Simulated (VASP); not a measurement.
# GaN: forms and broadenings of the independent-particle spectrum

GaN, F-43m (no. 216), 2 atoms in the cell. PBE, independent-particle dielectric function; PAW potentials Ga_d, N (PBE set).

## Input

INCAR.step1:
```
PREC = Accurate
ENCUT = 460
ISMEAR = 0
SIGMA = 0.02
EDIFF = 1E-8
LASPH = T
KPAR = 4
LWAVE = F
LCHARG = F
LEPSILON = T
```

INCAR.step2, as INCAR.step1 but for:
```
- LWAVE = F
- LEPSILON = T
+ LWAVE = T
+ NBANDS = 41
```

INCAR.step3:
```
PREC = Accurate
ENCUT = 460
ISMEAR = 0
SIGMA = 0.02
EDIFF = 1E-7
LASPH = T
KPAR = 4
LWAVE = F
LCHARG = F
LOPTICS = T
NBANDS = 41
NEDOS = 2000
CSHIFT = 0.1
ALGO = None
NELM = 1
ISTART = 1
```

INCAR.step4, as INCAR.step3 but for:
```
+ LNABLA = T
```

INCAR.step5, as INCAR.step4 but for:
```
- LNABLA = T
+ LPEAD = T
+ IPEAD = 3
```

INCAR.step6, as INCAR.step5 but for:
```
- IPEAD = 3
+ IPEAD = 1
```

INCAR.step7 changes the same tag again: IPEAD = 4.

INCAR.step8, as INCAR.step7 but for:
```
- CSHIFT = 0.1
- LPEAD = T
- IPEAD = 4
+ CSHIFT = 0.5
```

INCAR.step9, as INCAR.step8 but for:
```
- CSHIFT = 0.5
+ CSHIFT = 0.03
```

INCAR.step10 changes the same tag again: CSHIFT = 0.01.

INCAR.step11, as INCAR.step10 but for:
```
- ISMEAR = 0
- CSHIFT = 0.01
+ ISMEAR = -5
+ CSHIFT = 0.1
```

INCAR.step12, as INCAR.step11 but for:
```
- ISMEAR = -5
- SIGMA = 0.02
+ ISMEAR = 0
+ SIGMA = 0.2
```

INCAR.step13, as INCAR.step12 but for:
```
- SIGMA = 0.2
+ SIGMA = 0.02
+ OMEGAMAX = 12
```

INCAR.step14, as INCAR.step13 but for:
```
- OMEGAMAX = 12
+ OMEGAMAX = 60
```

KPOINTS:
```
k-points
0
Gamma
  12 12 12
```

POSCAR:
```
GaN
1.0
    0.0000000000      2.2535006075      2.2535006075
    2.2535006075      0.0000000000      2.2535006075
    2.2535006075      2.2535006075      0.0000000000
Ga N
1 1
Direct
    0.0000000000      0.0000000000      0.0000000000
    0.2500000000      0.2500000000      0.2500000000
```

Commands (each step's output is kept before the next begins):
```
cat potpaw_PBE.64/Ga_d/POTCAR potpaw_PBE.64/N/POTCAR > POTCAR
cp INCAR.step1 INCAR
mpirun -np 4 vasp_std > vasp.out
rm WAVECAR CHG
cp INCAR.step2 INCAR
mpirun -np 4 vasp_std > vasp.out
cp INCAR.step3 INCAR
mpirun -np 4 vasp_std > vasp.out
cp INCAR.step4 INCAR
mpirun -np 4 vasp_std > vasp.out
cp INCAR.step5 INCAR
mpirun -np 4 vasp_std > vasp.out
cp INCAR.step6 INCAR
mpirun -np 4 vasp_std > vasp.out
cp INCAR.step7 INCAR
mpirun -np 4 vasp_std > vasp.out
cp INCAR.step8 INCAR
mpirun -np 4 vasp_std > vasp.out
cp INCAR.step9 INCAR
mpirun -np 4 vasp_std > vasp.out
cp INCAR.step10 INCAR
mpirun -np 4 vasp_std > vasp.out
cp INCAR.step11 INCAR
mpirun -np 4 vasp_std > vasp.out
cp INCAR.step12 INCAR
mpirun -np 4 vasp_std > vasp.out
cp INCAR.step13 INCAR
mpirun -np 4 vasp_std > vasp.out
cp INCAR.step14 INCAR
mpirun -np 4 vasp_std > vasp.out
```

## Result

- Direct gap on the mesh (eV): 1.73
- Gap on the mesh (eV): 1.73
- Bands: 41

One ground state, settings moved in the last step alone:

| Settings | ε at zero frequency | Mean energy of the absorption, weighted by Im ε (eV) | Time (s) |
|---|---|---|---|
| longitudinal form, CSHIFT 0.1 | 6.06 | 9.14 | 3 |
| transversal form (LNABLA) | 6.06 | 9.04 | 3 |
| finite differences (LPEAD), order 3 | 6.01 | 9.15 | 8 |
| finite differences (LPEAD), order 1 | 5.82 | 9.29 | 5 |
| finite differences (LPEAD), order 4 | 6.01 | 9.15 | 10 |
| CSHIFT 0.5 | 6.01 | 9.22 | 2 |
| CSHIFT 0.03 | 6.06 | 9.08 | 3 |
| CSHIFT 0.01 | 6.06 | 9.08 | 2 |
| tetrahedron method | 5.94 | 9.21 | 4 |
| SIGMA 0.2 | 6.06 | 9.14 | 4 |
| OMEGAMAX 12, which cuts the spectrum short | 5.41 | – | 3 |
| OMEGAMAX 60 | 6.05 | 9.14 | 3 |

The mean energy covers the spectrum up to 20 eV.

On the same mesh, density-functional perturbation theory with local fields gives ε = 5.94.

VASP 6.6.1 took 182 s on 4 cores (Intel Xeon Platinum 8488C (Sapphire Rapids)), a shared host.
